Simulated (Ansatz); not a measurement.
# Si/Ca: a contact from a semiconductor to a metal

Is Si/Ca a contact for electrons or for holes? The semiconductor is Si diamond(111), undoped, with its far face capped by hydrogen, and the metal is Ca fcc(111), in direct contact. After relaxation the nearest pair at the metal is Ca–Si at 2.97 Å, along the normal. The common net has a side of 3.868 Å, which strains the semiconductor by +0.0 % and the metal by -0.9 %, against typed lattice constants near PBE's. The first steps treat the bulk crystals alone.

Calculated with Ansatz 0.2.0; PBE DFT, plane waves, PAW files, in the first sound run; inputs show where later runs differ.

## (1) Set-up

It takes space group Fd-3m (No. 227, cubic). Conventional cell: a = 5.470 Å, b = 5.470 Å, c = 5.470 Å, α = 90.00°, β = 90.00°, γ = 90.00°. Nearest to Si lie 4 Si at 2.37 Å.

## (2) Layer spacing of the electrode, 6 atoms, electrode Si diamond(111)

The electrode is held to the junction's net and relaxed along the normal; its spacing is used for the ideal lead layers.

The input, input.yaml:

```yaml
crystal:
  lattice:
    - [3.868, 0.0, 0.0]
    - [-1.934, 3.3497862618, 0.0]
    - [0.0, 0.0, 9.474102032]
  atoms:
    - { symbol: Si, position: [0.0, 0.0, 0.0] }
    - { symbol: Si, position: [0.0, 0.0, 0.25] }
    - { symbol: Si, position: [0.3333333333, 0.6666666667, 0.3333333333] }
    - { symbol: Si, position: [0.3333333333, 0.6666666667, 0.5833333333] }
    - { symbol: Si, position: [0.6666666667, 0.3333333333, 0.6666666667] }
    - { symbol: Si, position: [0.6666666667, 0.3333333333, 0.9166666667] }
kpoints:
  mp_grid: { grid: [12, 12, 3] }
scf:
  occupations: { method: fermi_dirac, width: 0.1 }
  max_iter: 150
hamiltonian:
  xc: pbe
relax:
  f_tol: 0.01
  max_steps: 40
  cell: { fix: [a, b, angles] }
```

Run with:

```sh
ansatz run input.yaml --threads 8 --pin off --max-ram 24576MiB --backend cpu --events-out ev --progress --plain --runs-dir out
```

Numbers of over 12 decimals in the logs are rounded to 6 here.

Log:

```text
Engine: ansatz 0.2.0, aarch64-unknown-linux-gnu
Pseudopotentials: kind: paw
Pseudopotential: Si, paw, valence charge 4, recommended cutoff 420 eV (normal), Si.paw.azcp
Functional definition: PBE
  parameter kappa = 0.804
  parameter beta = 0.066725
  exchange = pbe_x(kappa = kappa, mu = beta*pi^2/3)
  correlation = pbe_c(beta = beta)
Crystal: 6 atoms, lattice volume = 122.756 Å³
Basis set: ecut = 420 eV, 2431 PW (Γ), exchange–correlation on 54×54×128 points (8 copies of the dense FFT grid, shifted against one another)
Bands: 18, of which v1, the nominal top of the filled ones, is band 12 counted from 1 (11 counted from 0)
Symmetry: 36 space group operations
Space group: R-3m (ITA 166), of the structure as read, at distance tolerance 5.0e-5 Å
k-points: 50 of 432
Non-local potential: Si, projectors of the file, l = 0: 2, l = 1: 2, l = 2: 2
PAW form: soft (Blöchl's): semilocal exchange-correlation on the pseudo side does not see the compensation charge
PAW one-centre angular grid: Si, 110 points (default); XC on 64 Gauss nodes
Initial density: superposition of atomic densities (neutral atoms: chi_scale 0, normalization atom), corrected by the library's trained network
Initial wavefunctions: pseudopotential atomic-orbital guess
Functional: x = pbe(κ = 0.804, μ = 0.219515), c = pbe(β = 0.066725)
SCF iter   1: F=—  HF=-3814.860064 eV  |F-HF|=—  |Δ(HF+E_count)|=         —  Δρ=1.29e-3  dr2=1.36e-3  ethr=1.77e-3  ⟨swp⟩=6.6  Hψ=5602  notcnv=0
preconditioner: auto → Resta (q_TF=auto, 2.079 Å⁻¹)  ε∞=5.4  [insulator: Δε(μ)=0.737 eV  Ē_g=7.830 eV  σ=0.100 eV  W_gap=0.95  n_scr=24 (ndim 8)  ℏωp=16.4 eV  f_vac=0.000  D(μ)=0.04/eV (n_scr^D=0)  ε∞_Penn≈5.4]
SCF iter   2: F=—  HF=-3814.861012 eV  |F-HF|=—  |Δ(HF+E_count)|=   9.48e-4  Δρ=6.96e-4  dr2=4.14e-4  ethr=5.68e-6  ⟨swp⟩=2.3  Hψ=1814  notcnv=0
SCF iter   3: F=—  HF=-3814.861168 eV  |F-HF|=—  |Δ(HF+E_count)|=   1.56e-4  Δρ=8.37e-5  dr2=1.12e-5  ethr=1.73e-6  ⟨swp⟩=2.0  Hψ=1500  notcnv=0
SCF iter   4: F=—  HF=-3814.861179 eV  |F-HF|=—  |Δ(HF+E_count)|=   1.05e-5  Δρ=2.15e-5  dr2=9.43e-7  ethr=4.66e-8  ⟨swp⟩=2.0  Hψ=1500  notcnv=0
iter 5 did not close the SCF: its close was put off for the readings that it lacked (scf_convergence_deferred on its scf_iter line)
SCF iter   5: F=-3814.861179 eV  HF=-3814.861179 eV  |F-HF|=2.62e-8  |Δ(HF+E_count)|=   9.27e-7  Δρ=4.84e-6  dr2=1.59e-8  ethr=3.93e-9  ⟨swp⟩=2.0  Hψ=1496  notcnv=0
SCF iter   6: F=-3814.861179 eV  HF=-3814.861179 eV  |F-HF|=8.64e-11  |Δ(HF+E_count)|=   3.07e-8  Δρ=1.61e-6  dr2=2.12e-9  ethr=6.62e-11  ⟨swp⟩=2.1  Hψ=3021  notcnv=0
SCF 1 converged in 6 iterations: F = -3814.861179 eV  dr2 = 2.12e-9
  greatest PAW one-centre occupation: 0.633 electrons in one spin orbital (limit 2), on the Si atom at site 5 (counted from 0), in its partial waves of l = 0
relax step   1: F+E_penalty+E_count = -3814.86117947 eV  Δ(F+E_penalty+E_count) = +0.000e0 eV  max|allowed force component| = 7.205e-4 eV/Å  Δτ_max = 0.0000 Å  P = +0.003 GPa  Ω = 122.756 Å³  fix = [a, b, alpha, beta, gamma]  reactions: a +0.005, b +0.005 GPa  (6 SCF iters, dr2 threshold 1.00e-7 eV, accepted)
Initial density: handed on by an earlier stage of this run
Initial wavefunctions: pseudopotential atomic-orbital guess (no wavefunctions were taken with the density)
iter 1 solved again at ethr=5.58e-8 eV; its pass at ethr=3.10e-3 eV (dr2=1.34e-5 eV) is discarded
SCF iter   1: F=—  HF=-3814.861178 eV  |F-HF|=—  |Δ(HF+E_count)|=         —  Δρ=1.44e-6  dr2=1.24e-9  ethr=5.58e-8  ⟨swp⟩=3.2  Hψ=8277  notcnv=0
eigensolver tolerance schedule: the retry pair's looser diagonalisation over-reported the residual by 10795.03 of it (diagonalisation noise at 0.24 of the residual, at the tolerance the schedule requests for it); recorded, not acted on — ethr = c·dr2/N_el stays at c = 1.0e-1
preconditioner: auto → Resta (q_TF=auto, 2.079 Å⁻¹)  ε∞=5.4  [insulator: Δε(μ)=0.739 eV  Ē_g=7.831 eV  σ=0.100 eV  W_gap=0.95  n_scr=24 (ndim 8)  ℏωp=16.4 eV  f_vac=0.000  D(μ)=0.04/eV (n_scr^D=0)  ε∞_Penn≈5.4]
SCF iter   2: F=—  HF=-3814.861179 eV  |F-HF|=—  |Δ(HF+E_count)|=   1.73e-6  Δρ=1.12e-6  dr2=1.09e-9  ethr=5.17e-12  ⟨swp⟩=3.2  Hψ=2074  notcnv=0
SCF iter   3: F=—  HF=-3814.861179 eV  |F-HF|=—  |Δ(HF+E_count)|=  1.06e-10  Δρ=4.08e-7  dr2=1.47e-10  ethr=4.54e-12  ⟨swp⟩=2.0  Hψ=1247  notcnv=0
SCF iter   4: F=-3814.861179 eV  HF=-3814.861179 eV  |F-HF|=1.36e-12  |Δ(HF+E_count)|=  3.59e-11  Δρ=1.71e-8  dr2=1.73e-13  ethr=1.00e-12  ⟨swp⟩=4.0  Hψ=2907  notcnv=0
SCF 2 converged in 4 iterations: F = -3814.861179 eV  dr2 = 1.73e-13
relax step   2: F+E_penalty+E_count = -3814.86117947 eV  Δ(F+E_penalty+E_count) = -2.924e-10 eV  max|allowed force component| = 7.204e-4 eV/Å  Δτ_max = 0.0000 Å  P = +0.003 GPa  Ω = 122.756 Å³  fix = [a, b, alpha, beta, gamma]  reactions: a +0.005, b +0.005 GPa  stress off target by 1.20e-3 GPa on what of the cell is left free  SCF on the basis re-selected at this cell (its energy is not comparable with the rows above)  (4 SCF iters)
basis re-selected at this cell: Δ(F+E_penalty+E_count) = -2.924e-10 eV, ΔP = +0.000 GPa vs the last step (what re-selecting the basis moved, of the pressure what is left beyond the Pulay correction that the steps carried, after the strain that the cell walked since its last selection, with what the two solves' SCF thresholds leave and, on support functions, any second-order correction that the steps lacked; it is no  [...]
SCF converged after 4 iterations
Free energy (F): -3814.861179 eV
Harris-Foulkes:  -3814.861179 eV  (|F-HF|=1.36e-12)
Internal energy: -3814.858964 eV  (E = F + TS)
E sigma→0 (E₀):  -3814.860071 eV
Entropy (-TS):   -0.002216 eV (-0.369 meV/atom)
Fermi energy:    6.322458 eV
--- Per-component energies (eV) ---
  E_band       = 24.043848
  E_kinetic    = 240.400167
  E_local      = -168.417913  (includes V_loc(G=0)·N_el)
  E_nonlocal   = 155.251767
  E_hartree    = 45.515315
  E_xc         = -330.364243
  E_vxc        = -279.456073  (∫ρ·V_xc dr)
  E_paw        = -3076.584018  (= ΣΔE_a)
  E_vpaw       = -14.764767  (= ΣTr[D̂ρ^β])
  E_aug_tail   = 0.000038  (compensation charges beyond the density's cutoff)
  E_ewald      = -680.660077
  E_smearing   = -0.002216  (= −TS)
  E_closure    = 0.000000  (closes the sum)
  Σ components = -3814.861179   (vs F -3814.861179, Δ=0.00e0)
--- Forces (eV/Å), atoms counted from 1 ---
  atom   1  Si    -0.00000000     0.00000000    -0.00072036
  atom   2  Si     0.00000000    -0.00000000     0.00072036
  atom   3  Si     0.00000000     0.00000000    -0.00072036
  atom   4  Si     0.00000000    -0.00000000     0.00072036
  atom   5  Si    -0.00000000     0.00000000    -0.00072036
  atom   6  Si    -0.00000000    -0.00000000     0.00072036
  max |Σ_I F_I| component: 3.70e-17 eV/Å
--- Stress (GPa, compression-positive) ---
        0.004993      -0.000000       0.000000
        0.000000       0.004993       0.000000
        0.000000      -0.000000      -0.001198
  P = ⅓ Tr σ = 0.0029 GPa (0.029 kbar)
--- Relaxed structure (1 steps of the walk, 1 accepted, 1 SCFs on fresh bases) ---
  F+E_penalty+E_count = -3814.86117947 eV   max|allowed force component| = 7.204e-4 eV/Å   (the final SCF, on the basis selected at the relaxed cell)
  cell:  # Å, volume = 122.7557 Å³
    - [3.868000, 0.0, 0.0]
    - [-1.934000, 3.349786, 0.0]
    - [0.0, 0.0, 9.474102032]
  atoms:
    - { symbol: Si, position: [0.0, 0.0, 0.0] }
    - { symbol: Si, position: [0.0, 0.0, 0.250000] }
    - { symbol: Si, position: [0.333333, 0.666667, 0.333333] }
    - { symbol: Si, position: [0.333333, 0.666667, 0.583333] }
    - { symbol: Si, position: [0.666667, 0.333333, 0.666667] }
    - { symbol: Si, position: [0.666667, 0.333333, 0.916667] }
```

Wall time 1.6 s (8 threads of Arm Neoverse V2, shared host); peak memory 0.51 GiB; 11 s of CPU time.

Little changed from the start: no atom moved by 0.005 Å and no cell edge by 0.1 %.

This step gave:

| Quantity | Value |
| --- | --- |
| free energy | -3814.8612 eV |
| Fermi energy | 6.322 eV |
| pressure | 0.002930 GPa |

## (3) Layer spacing of the electrode, 3 atoms, electrode Ca fcc(111)

System of this step: Ca. The structure is trigonal, space group R-3m (No. 166). The conventional cell has a = 3.868 Å, b = 3.868 Å, c = 9.621 Å, α = 90.00°, β = 90.00°, γ = 120.00°. Ca has 12 Ca at 3.87 to 3.91 Å nearest.

The electrode is held to the junction's net and relaxed along the normal; its spacing is used for the ideal lead layers.

input.yaml, the sections that differ from step 2:

```yaml
crystal:
  lattice:
    - [3.868, 0.0, 0.0]
    - [-1.934, 3.3497862618, 0.0]
    - [0.0, 0.0, 9.6213263507]
  atoms:
    - { symbol: Ca, position: [0.0, 0.0, 0.0] }
    - { symbol: Ca, position: [0.3333333333, 0.6666666667, 0.3333333333] }
    - { symbol: Ca, position: [0.6666666667, 0.3333333333, 0.6666666667] }
# kpoints, scf, hamiltonian, relax: as in step 2
```

Log:

```text
[...]
Crystal: 3 atoms, lattice volume = 124.663 Å³
Basis set: ecut = 420 eV, 2493 PW (Γ), exchange–correlation on 54×54×144 points (8 copies of the dense FFT grid, shifted against one another)
Bands: 19, of which v1, the nominal top of the filled ones, is band 15 counted from 1 (14 counted from 0)
Symmetry: 36 space group operations
[...]
k-points: 50 of 432
[...]
SCF iter   1: F=—  HF=-5450.639097 eV  |F-HF|=—  |Δ(HF+E_count)|=         —  Δρ=7.35e-4  dr2=6.05e-4  ethr=1.77e-3  ⟨swp⟩=8.3  Hψ=11268  notcnv=0
automatic band count: the SCF goes on with 23 bands, as 19 were too few: the levels above may hold too much charge
[...]
SCF iter   2: F=—  HF=-5450.640375 eV  |F-HF|=—  |Δ(HF+E_count)|=   1.28e-3  Δρ=3.99e-4  dr2=1.55e-4  ethr=2.02e-6  ⟨swp⟩=2.5  Hψ=2382  notcnv=0
[...]
SCF iter   6: F=-5450.640594 eV  HF=-5450.640594 eV  |F-HF|=2.04e-10  |Δ(HF+E_count)|=   3.42e-9  Δρ=2.59e-6  dr2=1.42e-8  ethr=3.33e-10  ⟨swp⟩=4.0  Hψ=3063  notcnv=0
SCF 1 converged in 6 iterations: F = -5450.640594 eV  dr2 = 1.42e-8
[...]
relax step   1: F+E_penalty+E_count = -5450.64059404 eV  Δ(F+E_penalty+E_count) = +0.000e0 eV  max|allowed force component| = 4.004e-26 eV/Å  Δτ_max = 0.0000 Å  P = +0.269 GPa  Ω = 124.663 Å³  fix = [a, b, alpha, beta, gamma]  reactions: a +0.495, b +0.495 GPa  (6 SCF iters, dr2 threshold 1.00e-7 eV, accepted)
Crystal: 3 atoms, lattice volume = 124.388 Å³
Basis set: ecut = 420 eV, 2481 PW (Γ), exchange–correlation on 54×54×144 points (8 copies of the dense FFT grid, shifted against one another)
Bands: 23, of which v1, the nominal top of the filled ones, is band 15 counted from 1 (14 counted from 0)
[...]
SCF iter   3: F=-5450.640847 eV  HF=-5450.640847 eV  |F-HF|=1.93e-9  |Δ(HF+E_count)|=   3.65e-7  Δρ=4.76e-6  dr2=4.52e-8  ethr=2.81e-10  ⟨swp⟩=2.6  Hψ=3957  notcnv=0
SCF 2 converged in 3 iterations: F = -5450.640847 eV  dr2 = 4.52e-8
relax step   2: F+E_penalty+E_count = -5450.64084682 eV  Δ(F+E_penalty+E_count) = -2.528e-4 eV  max|allowed force component| = 2.205e-26 eV/Å  Δτ_max = 0.0000 Å  P = +0.309 GPa  Ω = 124.388 Å³  energy of the carried Pulay correction = +1.088e-5 eV  fix = [a, b, alpha, beta, gamma]  reactions: a +0.512, b +0.512 GPa  (3 SCF iters, dr2 threshold 8.43e-8 eV, accepted)
Crystal: 3 atoms, lattice volume = 124.074 Å³
[...]
SCF iter   4: F=-5450.640954 eV  HF=-5450.640954 eV  |F-HF|=4.67e-10  |Δ(HF+E_count)|=   2.29e-9  Δρ=1.37e-6  dr2=3.19e-9  ethr=7.99e-11  ⟨swp⟩=3.9  Hψ=3002  notcnv=0
SCF 3 converged in 4 iterations: F = -5450.640954 eV  dr2 = 3.19e-9
relax step   3: F+E_penalty+E_count = -5450.64095424 eV  Δ(F+E_penalty+E_count) = -1.074e-4 eV  max|allowed force component| = 5.132e-27 eV/Å  Δτ_max = 0.0000 Å  P = +0.354 GPa  Ω = 124.074 Å³  energy of the carried Pulay correction = +2.335e-5 eV  fix = [a, b, alpha, beta, gamma]  reactions: a +0.531, b +0.531 GPa  (4 SCF iters, dr2 threshold 2.40e-8 eV, accepted)
[...]
SCF iter   5: F=-5450.640932 eV  HF=-5450.640932 eV  |F-HF|=2.73e-12  |Δ(HF+E_count)|=  2.73e-12  Δρ=2.87e-8  dr2=9.80e-13  ethr=1.00e-12  ⟨swp⟩=5.1  Hψ=3893  notcnv=0
SCF 4 converged in 5 iterations: F = -5450.640932 eV  dr2 = 9.80e-13
relax step   4: F+E_penalty+E_count = -5450.64093152 eV  Δ(F+E_penalty+E_count) = +2.271e-5 eV  max|allowed force component| = 3.749e-29 eV/Å  Δτ_max = 0.0000 Å  P = +0.354 GPa  Ω = 124.074 Å³  fix = [a, b, alpha, beta, gamma]  reactions: a +0.531, b +0.531 GPa  stress off target by 1.37e-3 GPa on what of the cell is left free  SCF on the basis re-selected at this cell (its energy is not comparable with the rows above)  (5 SCF iters)
basis re-selected at this cell: Δ(F+E_penalty+E_count) = +2.271e-5 eV, ΔP = -0.000 GPa vs the last step (what re-selecting the basis moved, of the pressure what is left beyond the Pulay correction that the steps carried, after the strain that the cell walked since its last selection, with what the two solves' SCF thresholds leave and, on support functions, any second-order correction that the steps lacked; it is no m [...]
SCF converged after 5 iterations
Free energy (F): -5450.640932 eV
[...]
Internal energy: -5450.521761 eV  (E = F + TS)
E sigma→0 (E₀):  -5450.581346 eV
Entropy (-TS):   -0.119171 eV (-39.724 meV/atom)
Fermi energy:    5.092611 eV
[...]
--- Stress (GPa, compression-positive) ---
        0.530914      -0.000000      -0.000000
       -0.000000       0.530914       0.000000
       -0.000000       0.000000       0.001370
  P = ⅓ Tr σ = 0.3544 GPa (3.544 kbar)
--- Relaxed structure (3 steps of the walk, 3 accepted, 1 SCFs on fresh bases) ---
[...]
cell:  # Å, volume = 124.0740 Å³
    - [3.868000, 0, 0]
    - [-1.934000, 3.349786, 0]
    - [0, 0, 9.575845]
  atoms:
    - { symbol: Ca, position: [0, 0, 0] }
    - { symbol: Ca, position: [0.333333, 0.666667, 0.333333] }
    - { symbol: Ca, position: [0.666667, 0.333333, 0.666667] }
```

Run time: 2.7 s. Hardware: 8 threads; peak memory 0.52 GiB.

Step by step:

```tsv
step	energy less that of the first step (eV)	largest force component (eV/Å)	pressure (GPa)	volume (Å³)
1	0.0000	0.0000	0.27	124.66
2	-0.0003	0.0000	0.31	124.39
3	-0.0004	0.0000	0.35	124.07
4*	-0.0003	0.0000	0.35	124.07
```

Relaxation steps marked * repeat the geometry before them on a plane-wave basis chosen anew for their cell, so energy and pressure can jump there.

Forces are held to the 36 operations that the run works with; a distortion that breaks them can't arise in this run.

```tsv
conventional cell, symmetrised	before	after	change
a (Å)	3.868	3.868	-0.0 %
b (Å)	3.868	3.868	-0.0 %
c (Å)	9.621	9.576	-0.5 %
volume (Å³/atom)	41.55	41.36	-0.5 %
```

Final coordinates:

```
Ca
1.0
     3.86800    0.00000    0.00000
    -1.93400    3.34979    0.00000
     0.00000    0.00000    9.57585
Ca
3
Direct
  0.00000 0.00000 0.00000
  0.33333 0.66667 0.33333
  0.66667 0.33333 0.66667
```

Numbers from this step:

| Item | Value |
| --- | --- |
| free energy | -5450.6409 eV |
| Fermi energy | 5.093 eV |
| pressure | 0.3544 GPa |

[end of part 1 of 4]

[Logs are printed without paths, hosts, clocks, repeated set-up lines and the standing remarks that a program may print on its own settings, such as how far it seeks lower states.]

[Hosts, paths, dates, database ids (printed as entryN), source tags and the programs' standing remarks are cut or masked in the printed files.]
